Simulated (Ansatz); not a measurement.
## Band table of AgI (zincblende type)

```yaml
crystal:
  lattice:
    - [0.00000, 2.37701, 2.37701]
    - [2.37701, 0.00000, 2.37701]
    - [2.37701, 2.37701, 0.00000]
  atoms:
    - { symbol: Ag, position: [0.00000, 0.00000, 0.00000] }
    - { symbol: I, position: [0.25000, 0.25000, 0.25000] }
```

The cell comes from a relaxation on PAW files under the same functional, begun from a prototype that needn't be the stable phase.

Computed with Ansatz 0.2.0; functional PBEsol, scalar-relativistic. Settings: a Γ-centred 12×12×12 k mesh, Fermi–Dirac smearing of 0.05 eV, no spin polarisation. Methods: LAPW: all electrons, basis error target 1 meV/atom.

This run: volume at 0.4 of the series' base cell.

Spin–orbit coupling is left out, which matters for the heavy atoms. The structure type is held throughout; the real material can change phase at far lower pressure.

Path points, in fractions of the reciprocal vectors: Γ (0.000, 0.000, 0.000), X (-0.500, -0.500, 0.000), U (-0.375, -0.375, 0.250), K (-0.375, 0.000, 0.375), L (0.000, 0.000, 0.500), W (-0.500, -0.250, 0.250). The distance column jumps between branches of the path. Levels in eV from the valence-band top; bands 28 to 42, counted from the lowest band of the run. The gap is 0.09 eV, the pressure 340.9 GPa.

```
# k(1/Å) point b28 b29 b30 b31 b32 b33 b34 b35 b36 b37 b38 b39 b40 b41 b42
0.000 Γ -23.12 -14.92 -14.92 -14.92 -12.20 -12.20 0.00 0.00 0.00 0.47 3.01 3.01 3.01 6.75 7.71
0.165 - -23.03 -14.98 -14.88 -14.88 -12.25 -12.19 -0.62 -0.60 -0.60 1.17 2.57 3.44 3.44 6.63 7.85
0.330 - -22.78 -15.13 -14.74 -14.74 -12.37 -12.17 -1.86 -1.86 -1.40 1.49 2.08 4.28 4.28 5.89 8.99
0.496 - -22.38 -15.33 -14.51 -14.51 -12.53 -12.13 -3.27 -3.27 -2.41 0.69 2.10 5.28 5.28 6.22 10.20
0.661 - -21.89 -15.54 -14.19 -14.19 -12.66 -12.09 -4.67 -4.67 -3.87 0.21 1.71 6.46 6.46 7.64 10.79
0.826 - -21.36 -15.73 -13.80 -13.80 -12.67 -12.05 -5.95 -5.95 -5.59 0.09 1.32 7.83 7.83 9.55 10.40
0.991 - -20.90 -15.85 -13.39 -13.39 -12.49 -12.01 -7.28 -7.03 -7.03 0.17 1.02 9.36 9.36 10.09 11.59
1.156 - -20.57 -15.92 -13.03 -13.03 -12.09 -11.98 -8.68 -7.80 -7.80 0.33 0.78 9.88 10.91 10.91 13.39
1.322 X -20.46 -15.94 -12.89 -12.89 -11.98 -11.80 -9.32 -8.08 -8.08 0.47 0.63 9.81 11.82 11.82 13.77
1.380 - -20.46 -15.93 -12.90 -12.90 -11.98 -11.78 -9.37 -8.10 -8.05 0.49 0.68 9.71 11.76 11.90 13.38
1.438 - -20.46 -15.90 -12.93 -12.92 -12.00 -11.70 -9.50 -8.14 -7.97 0.52 0.88 9.46 11.59 12.11 12.81
1.497 - -20.47 -15.85 -12.98 -12.94 -12.02 -11.59 -9.71 -8.19 -7.82 0.53 1.23 9.12 11.29 12.27 12.36
1.555 - -20.47 -15.78 -13.05 -12.96 -12.05 -11.46 -9.98 -8.26 -7.63 0.54 1.68 8.75 10.88 11.76 12.62
1.614 - -20.48 -15.69 -13.14 -12.97 -12.08 -11.35 -10.24 -8.34 -7.40 0.54 2.23 8.37 10.38 11.27 12.79
1.672 - -20.49 -15.59 -13.23 -12.96 -12.12 -11.34 -10.41 -8.42 -7.13 0.55 2.85 7.98 9.85 10.79 12.47
1.731 - -20.51 -15.49 -13.33 -12.94 -12.16 -11.51 -10.39 -8.51 -6.83 0.56 3.52 7.61 9.32 10.33 12.02
1.789 U -20.53 -15.38 -13.43 -12.90 -12.20 -11.79 -10.23 -8.58 -6.50 0.57 4.21 7.26 8.81 9.87 11.54
2.598 K -20.53 -15.38 -13.43 -12.90 -12.20 -11.79 -10.23 -8.58 -6.50 0.57 4.21 7.26 8.81 9.87 11.54
2.774 - -20.67 -15.06 -13.73 -13.25 -12.32 -12.20 -9.47 -8.68 -5.39 0.65 6.05 6.33 7.69 8.62 10.03
2.949 - -20.93 -14.81 -14.09 -14.00 -12.43 -11.94 -8.74 -8.14 -4.16 0.83 5.60 5.61 7.48 8.54 8.90
3.124 - -21.33 -14.80 -14.55 -14.23 -12.49 -11.92 -7.72 -7.03 -2.91 1.16 4.50 5.07 6.50 7.22 10.07
3.299 - -21.82 -15.07 -14.53 -14.44 -12.49 -12.06 -6.18 -5.71 -1.74 1.66 3.49 4.54 5.50 6.37 9.52
3.474 - -22.32 -15.14 -14.63 -14.60 -12.43 -12.17 -4.35 -4.23 -0.80 2.27 2.60 3.89 4.56 6.24 8.75
3.650 - -22.74 -15.07 -14.78 -14.74 -12.33 -12.21 -2.69 -2.38 -0.23 1.73 2.85 3.34 3.89 6.68 8.02
3.825 - -23.02 -14.97 -14.89 -14.87 -12.24 -12.21 -1.10 -0.72 -0.03 1.05 2.98 3.08 3.42 7.02 7.34
4.000 Γ -23.12 -14.92 -14.92 -14.92 -12.20 -12.20 0.00 0.00 0.00 0.47 3.01 3.01 3.01 6.75 7.71
4.143 - -23.06 -14.95 -14.90 -14.90 -12.21 -12.21 -0.96 -0.17 -0.17 0.88 3.05 3.15 3.15 6.95 7.62
4.286 - -22.87 -15.02 -14.82 -14.82 -12.25 -12.25 -2.58 -0.62 -0.62 1.20 3.13 3.48 3.48 7.34 7.48
4.429 - -22.57 -15.08 -14.71 -14.71 -12.28 -12.28 -4.37 -1.21 -1.21 1.21 3.49 3.82 3.82 7.51 7.51
4.572 - -22.20 -15.10 -14.60 -14.60 -12.29 -12.29 -6.16 -1.86 -1.86 0.96 4.03 4.03 4.20 7.83 7.83
4.715 - -21.82 -15.02 -14.51 -14.51 -12.25 -12.25 -7.84 -2.49 -2.49 0.63 4.10 4.10 4.99 8.43 8.43
4.859 - -21.47 -14.79 -14.45 -14.45 -12.18 -12.18 -9.31 -3.02 -3.02 0.36 4.11 4.11 5.58 9.15 9.15
5.002 - -21.24 -14.48 -14.42 -14.42 -12.10 -12.10 -10.42 -3.38 -3.38 0.18 4.09 4.09 5.91 9.79 9.79
5.145 L -21.15 -14.42 -14.42 -14.30 -12.07 -12.07 -10.87 -3.50 -3.50 0.12 4.08 4.08 6.01 10.06 10.06
5.262 - -21.13 -14.46 -14.39 -14.26 -12.08 -12.03 -10.88 -3.79 -3.62 0.21 4.08 4.23 6.36 9.90 10.06
5.378 - -21.06 -14.56 -14.35 -14.11 -12.12 -11.91 -10.90 -4.51 -3.98 0.41 4.09 4.71 7.22 9.48 9.90
5.495 - -20.95 -14.69 -14.30 -13.86 -12.19 -11.76 -10.88 -5.45 -4.56 0.72 4.11 5.47 8.23 8.96 9.47
5.612 - -20.82 -14.82 -14.23 -13.51 -12.33 -11.62 -10.76 -6.45 -5.26 1.15 4.14 6.26 8.11 8.77 9.93
5.729 - -20.69 -14.95 -14.12 -13.09 -12.53 -11.50 -10.52 -7.47 -5.99 1.71 4.17 6.69 7.26 9.13 11.06
5.846 - -20.58 -15.05 -13.94 -12.84 -12.63 -11.31 -10.22 -8.45 -6.65 2.33 4.22 6.35 6.73 10.07 12.03
5.962 - -20.51 -15.12 -13.72 -13.11 -12.36 -10.93 -9.95 -9.33 -7.16 2.90 4.32 5.56 6.62 11.27 12.50
6.079 W -20.48 -15.14 -13.52 -13.34 -12.27 -10.47 -10.11 -9.68 -7.35 3.16 4.47 5.11 6.58 12.35 12.46
6.162 - -20.48 -15.19 -13.47 -13.33 -12.26 -10.45 -10.29 -9.50 -7.37 2.92 4.10 5.40 7.01 12.34 12.44
6.244 - -20.48 -15.31 -13.35 -13.29 -12.23 -10.58 -10.38 -9.21 -7.41 2.43 3.38 6.04 7.89 12.29 12.39
6.327 - -20.47 -15.46 -13.24 -13.21 -12.18 -10.87 -10.25 -8.92 -7.48 1.91 2.64 6.81 8.91 12.23 12.29
6.410 - -20.47 -15.62 -13.16 -13.08 -12.13 -11.15 -10.08 -8.65 -7.58 1.43 1.96 7.61 9.98 12.15 12.17
6.492 - -20.47 -15.75 -13.08 -12.99 -12.07 -11.40 -9.85 -8.42 -7.72 1.02 1.40 8.40 11.04 12.06 12.06
6.575 - -20.46 -15.86 -12.99 -12.93 -12.02 -11.61 -9.61 -8.24 -7.87 0.72 0.98 9.10 11.81 11.96 12.24
6.657 - -20.46 -15.92 -12.92 -12.90 -11.99 -11.75 -9.41 -8.12 -8.02 0.53 0.72 9.61 11.83 11.86 13.13
6.740 X -20.46 -15.94 -12.89 -12.89 -11.98 -11.80 -9.32 -8.08 -8.08 0.47 0.63 9.81 11.82 11.82 13.77
```
